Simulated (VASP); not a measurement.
# AgI in VASP: reference runs

Reference runs on AgI: the cell as given.

Everything below comes from runs of VASP 6.6.1. Logs are shortened: lines on timing, memory, paths and dates and some standing lists are left out, and cuts for length are marked.

### Step 1. The cell of the first run

The cell holds a slab with vacuum, 10 atoms: a = 4.789 Å, b = 6.390 Å, c = 24.578 Å, α = 90.00°, β = 90.00°, γ = 90.00°.

### Step 2. Single point, PBE (the (1 0 0) slab of AgI, cut from the database cell, not relaxed)

The input, INCAR:

```
SYSTEM = AgI
  PREC = Accurate
  ENCUT = 520
  EDIFF = 1E-7
  ISMEAR = -1
  SIGMA = 0.05
  LREAL = .FALSE.
  LASPH = .TRUE.
  NELM = 80
  ALGO = Normal
  ISIF = 2
  LWAVE = .FALSE.
  LCHARG = .FALSE.
  LDIPOL = .TRUE.
  IDIPOL = 3
  DIPOL = 0.5 0.5 0.500
  GGA = PE
  NBANDS = 56
```

The input, KPOINTS:

```
regular mesh
0
G
  6 4 1
  0 0 0
```

The input, POSCAR:

```
AgI
1.0
    4.7891600000      0.0000000000      0.0000000000
    0.0000000000      6.3895460000      0.0000000000
    0.0000000000      0.0000000000     24.5783200000
Ag I
5 5
Direct
    0.0000000000      0.7500000000      0.3051469751
    0.5000000000      0.2500000000      0.4025734875
    0.0000000000      0.7500000000      0.5000000000
    0.5000000000      0.2500000000      0.5974265125
    0.0000000000      0.7500000000      0.6948530249
    0.5000000000      0.5000000000      0.3051469751
    0.0000000000      0.0000000000      0.4025734875
    0.5000000000      0.5000000000      0.5000000000
    0.0000000000      0.0000000000      0.5974265125
    0.5000000000      0.5000000000      0.6948530249
```

Potentials or basis: VASP PAW PBE potentials, release 64 (Ag, I).

On the command line:

```sh
cat potpaw_PBE.64/Ag/POTCAR potpaw_PBE.64/I/POTCAR > POTCAR
mpirun -np 1 vasp_std > vasp.out
```

OUTCAR:

```text
SYSTEM = AgI
   PREC = Accurate
   ENCUT = 520
   EDIFF = 1E-7
   ISMEAR = -1
   LREAL = .FALSE.
   LASPH = .TRUE.
   NELM = 80
   ISIF = 2
   GGA = PE

 ion  position               nearest neighbor table
   1  0.000  0.750  0.305-   7 2.88   6 2.88   6 2.88
   2  0.500  0.250  0.403-   6 2.88   7 2.88   7 2.88   8 2.88
   3  0.000  0.750  0.500-   8 2.88   8 2.88   9 2.88   7 2.88
   4  0.500  0.250  0.597-  10 2.88   9 2.88   9 2.88   8 2.88
   5  0.000  0.750  0.695-   9 2.88  10 2.88  10 2.88
   6  0.500  0.500  0.305-   2 2.88   1 2.88   1 2.88
   7  0.000  0.000  0.403-   1 2.88   2 2.88   2 2.88   3 2.88
   8  0.500  0.500  0.500-   3 2.88   3 2.88   4 2.88   2 2.88
   9  0.000  0.000  0.597-   5 2.88   4 2.88   4 2.88   3 2.88
  10  0.500  0.500  0.695-   4 2.88   5 2.88   5 2.88

  LATTYP: Found a simple orthorhombic cell.
 ALAT       =     4.7891600000
 B/A-ratio  =     1.3341684137
 C/A-ratio  =     5.1320732655

  Lattice vectors:

 A1 = (   4.7891600000,   0.0000000000,   0.0000000000)
 A2 = (   0.0000000000,   6.3895460000,   0.0000000000)
 A3 = (   0.0000000000,   0.0000000000,  24.5783200000)

Analysis of symmetry for initial positions (statically):
=====================================================================
 Subroutine PRICEL returns:
 Original cell was already a primitive cell.

 Routine SETGRP: Setting up the symmetry group for a
 simple orthorhombic supercell.

 Subroutine GETGRP returns: Found  4 space group operations
 (whereof  4 operations were pure point group operations)
 out of a pool of  8 trial point group operations.

The static configuration has the point symmetry C_2v.

Analysis of symmetry for dynamics (positions and initial velocities):
=====================================================================
 Subroutine PRICEL returns:
 Original cell was already a primitive cell.

 Routine SETGRP: Setting up the symmetry group for a
 simple orthorhombic supercell.

 Subroutine GETGRP returns: Found  4 space group operations
 (whereof  4 operations were pure point group operations)
 out of a pool of  8 trial point group operations.

The dynamic configuration has the point symmetry C_2v.

 Subroutine INISYM returns: Found  4 space group operations
 (whereof  4 operations are pure point group operations),
 and found     1 'primitive' translations

----------------------------------------------------------------------------------------

                                     Primitive cell

  volume of cell :     752.1103

  direct lattice vectors                    reciprocal lattice vectors
     4.789160000  0.000000000  0.000000000     0.208804884  0.000000000  0.000000000
     0.000000000  6.389546000  0.000000000     0.000000000  0.156505642  0.000000000
     0.000000000  0.000000000 24.578320000     0.000000000  0.000000000  0.040686263

  length of vectors
     4.789160000  6.389546000 24.578320000     0.208804884  0.156505642  0.040686263

  position of ions in fractional coordinates (direct lattice)
     0.000000000  0.750000000  0.305146975
     0.500000000  0.250000000  0.402573487
     0.000000000  0.750000000  0.500000000
     0.500000000  0.250000000  0.597426513
     0.000000000  0.750000000  0.694853025
     0.500000000  0.500000000  0.305146975
     0.000000000  0.000000000  0.402573487
     0.500000000  0.500000000  0.500000000
     0.000000000  0.000000000  0.597426513
     0.500000000  0.500000000  0.694853025

  ion indices of the primitive-cell ions
   primitive index   ion index
                 1           1
                 2           2
                 3           3
                 4           4
                 5           5
                 6           6
                 7           7
                 8           8
                 9           9
                10          10

----------------------------------------------------------------------------------------

 KPOINTS: regular mesh

Automatic generation of k-mesh.
 Grid dimensions read from file:
 generate k-points for:    6    4    1

 Generating k-lattice:

  Cartesian coordinates                     Fractional coordinates (reciprocal lattice)
     0.034800814  0.000000000  0.000000000     0.166666667  0.000000000  0.000000000
     0.000000000  0.039126411  0.000000000     0.000000000  0.250000000  0.000000000
     0.000000000  0.000000000  0.040686263     0.000000000  0.000000000  1.000000000

  Length of vectors
     0.034800814  0.039126411  0.040686263

  Shift w.r.t. Gamma in fractional coordinates (k-lattice)
     0.000000000  0.000000000  0.000000000

 Subroutine IBZKPT returns following result:
 ===========================================

 Found     12 irreducible k-points:

 Following reciprocal coordinates:
            Coordinates               Weight
  0.000000  0.000000  0.000000      1.000000
  0.166667  0.000000  0.000000      2.000000
  0.333333  0.000000  0.000000      2.000000
  0.500000  0.000000  0.000000      1.000000
  0.000000  0.250000  0.000000      2.000000
  0.166667  0.250000  0.000000      4.000000
  0.333333  0.250000  0.000000      4.000000
  0.500000  0.250000  0.000000      2.000000
  0.000000  0.500000  0.000000      1.000000
  0.166667  0.500000  0.000000      2.000000
  0.333333  0.500000  0.000000      2.000000
  0.500000  0.500000  0.000000      1.000000
   k-points           NKPTS =     12   k-points in BZ     NKDIM =     12   number of bands    NBANDS=     56
   number of dos      NEDOS =    301   number of ions     NIONS =     10
   total plane-waves  NPLWV = 331776
   dimension x,y,z NGX =    36 NGY =   48 NGZ =  192
   dimension x,y,z NGXF=    72 NGYF=   96 NGZF=  384
   ions per type =               5   5
   NGX,Y,Z   is equivalent  to a cutoff of  12.50, 12.49, 12.99 a.u.
   NGXF,Y,Z  is equivalent  to a cutoff of  24.99, 24.98, 25.97 a.u.
 SYSTEM =  AgI
   PREC   = accura    normal or accurate (medium, high low for compatibility)
   ISTART =      0    job   : 0-new  1-cont  2-samecut
   ICHARG =      2    charge: 1-file 2-atom 10-const
   ISPIN  =      1    spin polarized calculation?
   LNONCOLLINEAR =      F non collinear calculations
   LSORBIT =      F    spin-orbit coupling
   LASPH  =      T    aspherical Exc in radial PAW
   ENCUT  =  520.0 eV  38.22 Ry    6.18 a.u.   8.90 11.88 45.70*2*pi/ulx,y,z
   NELM   =     80;   NELMIN=  2; NELMDL= -5     # of ELM steps
   EDIFF  = 0.1E-06   stopping-criterion for ELM
   LREAL  =      F    real-space projection
   EDIFFG = 0.1E-05   stopping-criterion for IOM
   NSW    =      0    number of steps for IOM
   IBRION =     -1    ionic relax: 0-MD 1-quasi-New 2-CG
   NFREE  =      0    steps in history (QN), initial steepest desc. (CG)
   ISIF   =      2    stress and relaxation
   ISYM   =      2    0-nonsym 1-usesym 2-fastsym
   POTIM  = 0.5000    time-step for ionic-motion
   TEBEG  =    0.0;   TEEND  =   0.0 temperature during run
   PSTRESS=    0.0 pullay stress
   NELECT =      90.0000    total number of electrons
   NUPDOWN=      -1.0000    fix difference up-down
   EMIN   =  10.00;   EMAX   =-10.00  energy-range for DOS
   EFERMI =   0.00;   METHOD = LEGACY
   ISMEAR =    -1;   SIGMA  =   0.05  broadening in eV -4-tet -1-fermi 0-gaus
   EFERMI_NEDOS =   21; number of points for ismear=-14 and -15
   IALGO  =     38    algorithm
   IMIX   =      4    mixing-type and parameters
     AMIX     =   0.40;   BMIX     =  1.00
     AMIX_MAG =   1.60;   BMIX_MAG =  1.00
  volume/ion in A,a.u.               =      75.21       507.55
  Fermi-wavevector in a.u.,A,eV,Ry     =   0.806731  1.524500  8.854864  0.650814
  Thomas-Fermi vector in A             =   1.915218
   LORBIT       =      0    0 simple, 1 ext, 2 COOP (PROOUT), +10 PAW based schemes
   GGA     = PE    functional components
   LHFCALC =     F    Hartree Fock is set to
   AEXX    =    0.0000 exact exchange contribution
   IVDW    =     0    specifies the selected vdW correction
   LEPSILON=     F    determine dielectric tensor
   LRPA    =     F    only Hartree local field effects (RPA)
 non-spin polarized calculation
  energy-cutoff  :      520.00
  volume of cell :      752.11
 maximum number of plane-waves:     20298
 NGX is ok and might be reduce to    36
   NGX = 17   NGY = 23   NGZ = 91

 dipolmoment           0.000000      0.000000     -0.000000 electrons x Angstroem

 number of electron      89.9999984 magnetization

 dipolmoment           0.000000      0.000000      0.000000 electrons x Angstroem

 Free energy of the ion-electron system (eV)
  ---------------------------------------------------
  ext. energy  EPLUGINS =         0.00000000
  ---------------------------------------------------
  free energy    TOTEN  =       -23.15739913 eV

  energy without entropy =      -23.15739910  energy(sigma->0) =      -23.15739912

 E-fermi :  -0.8491     XC(G=0):  -4.4313

 val. band max:       -1.6218488534   @ k =   0.0000   0.0000   0.0000
 cond. band min:      -0.0938703782   @ k =   0.0000   0.0000   0.0000
 fundamental gap:      1.5279784752
 Fermi energy:        -0.8490652109

 k-point     1 :       0.0000    0.0000    0.0000
  band No.  band energies     occupation
      1     -13.9276      2.00000
      2     -13.8118      2.00000
      3     -13.6652      2.00000
      4     -13.3723      2.00000
      5     -13.3708      2.00000
      6      -5.4434      2.00000
[... 48 lines left out ...]
     55       3.8050      0.00000
     56       4.2232      0.00000

 k-point     2 :       0.1667    0.0000    0.0000
  band No.  band energies     occupation
      1     -13.8938      2.00000
      2     -13.7901      2.00000
      3     -13.6609      2.00000
      4     -13.3576      2.00000
      5     -13.3565      2.00000
      6      -5.4232      2.00000
[... 48 lines left out ...]
     55       3.7091      0.00000
     56       3.7260      0.00000

 k-point     3 :       0.3333    0.0000    0.0000
  band No.  band energies     occupation
      1     -13.8147      2.00000
      2     -13.7456      2.00000
      3     -13.6632      2.00000
      4     -13.3280      2.00000
      5     -13.3272      2.00000
      6      -5.5080      2.00000
[... 464 lines left out ...]
 k-point    11 :       0.3333    0.5000    0.0000
  band No.  band energies     occupation
      1     -13.7748      2.00000
      2     -13.7392      2.00000
      3     -13.6962      2.00000
      4     -13.3312      2.00000
      5     -13.3291      2.00000
      6      -5.3042      2.00000
[... 48 lines left out ...]
     55       4.2901      0.00000
     56       4.4204      0.00000

 k-point    12 :       0.5000    0.5000    0.0000
  band No.  band energies     occupation
      1     -13.7564      2.00000
      2     -13.7212      2.00000
      3     -13.6777      2.00000
      4     -13.3119      2.00000
      5     -13.3098      2.00000
      6      -5.3174      2.00000
[... 48 lines left out ...]
     55       4.3206      0.00000
     56       4.6814      0.00000

------------------------ aborting loop because EDIFF is reached ----------------------------------------

 vacuum level on the upper side and lower side of the slab       (xc-potential included)        -0.078        -0.078

  FORCE on cell =-STRESS in cart. coord.  units (eV):
  Direction    XX          YY          ZZ          XY          YZ          ZX
  --------------------------------------------------------------------------------------
  -------------------------------------------------------------------------------------
  Total       -2.6738357     -1.3939347     -1.2535994      0.0000000      0.0000000      0.0000000
  in kB       -5.6959184     -2.9694188     -2.6704706      0.0000000      0.0000000      0.0000000
  external PRESSURE =      -3.7786026 kB  Pullay stress =       0.0000000 kB

 VOLUME and BASIS-vectors are now :
 -----------------------------------------------------------------------------
  energy-cutoff  :      520.00
  volume of cell :      752.11
      direct lattice vectors                 reciprocal lattice vectors
     4.789160000  0.000000000  0.000000000     0.208804884  0.000000000  0.000000000
     0.000000000  6.389546000  0.000000000     0.000000000  0.156505642  0.000000000
     0.000000000  0.000000000 24.578320000     0.000000000  0.000000000  0.040686263

 POSITION                                       TOTAL-FORCE (eV/Angst)
 -----------------------------------------------------------------------------------
      0.00000      4.79216      7.50000        -0.000000     -0.448045      0.422164
      2.39458      1.59739      9.89458         0.000000      0.065347     -0.034115
      0.00000      4.79216     12.28916        -0.000000     -0.047357      0.000000
      2.39458      1.59739     14.68374         0.000000      0.065347      0.034115
      0.00000      4.79216     17.07832        -0.000000     -0.448045     -0.422164
      2.39458      3.19477      7.50000        -0.000000      0.316438     -0.221700
      0.00000      0.00000      9.89458        -0.000000      0.080654     -0.114560
      2.39458      3.19477     12.28916        -0.000000      0.018571      0.000000
      0.00000      0.00000     14.68374        -0.000000      0.080654      0.114560
      2.39458      3.19477     17.07832        -0.000000      0.316438      0.221700
 -----------------------------------------------------------------------------------
    total drift:                                0.000000      0.002738      0.000000

  FREE ENERGIE OF THE ION-ELECTRON SYSTEM (eV)
  ---------------------------------------------------
  free  energy   TOTEN  =       -23.1573991349 eV

  energy  without entropy=      -23.1573990965  energy(sigma->0) =      -23.15739912

 vacuum level on the upper side and lower side of the slab         3.669         3.669
```

It took 8.9 min on 1 thread of AMD EPYC 9R45 (Zen 5), shared host; peak memory 0.88 GiB.

Results:

* Free energy: -23.1574 eV
* Largest force: 0.616 eV/Å
* Band gap on the k mesh: 1.53 eV, direct

Forces on the atoms (eV/Å):
```
Ag   0.000 -0.448  0.422
Ag   0.000  0.065 -0.034
Ag   0.000 -0.047  0.000
Ag   0.000  0.065  0.034
Ag   0.000 -0.448 -0.422
I    0.000  0.316 -0.222
I    0.000  0.081 -0.115
I    0.000  0.019  0.000
I    0.000  0.081  0.115
I    0.000  0.316  0.222
```

Caveat: spin-orbit coupling is left out, which moves the levels of the heavy elements.
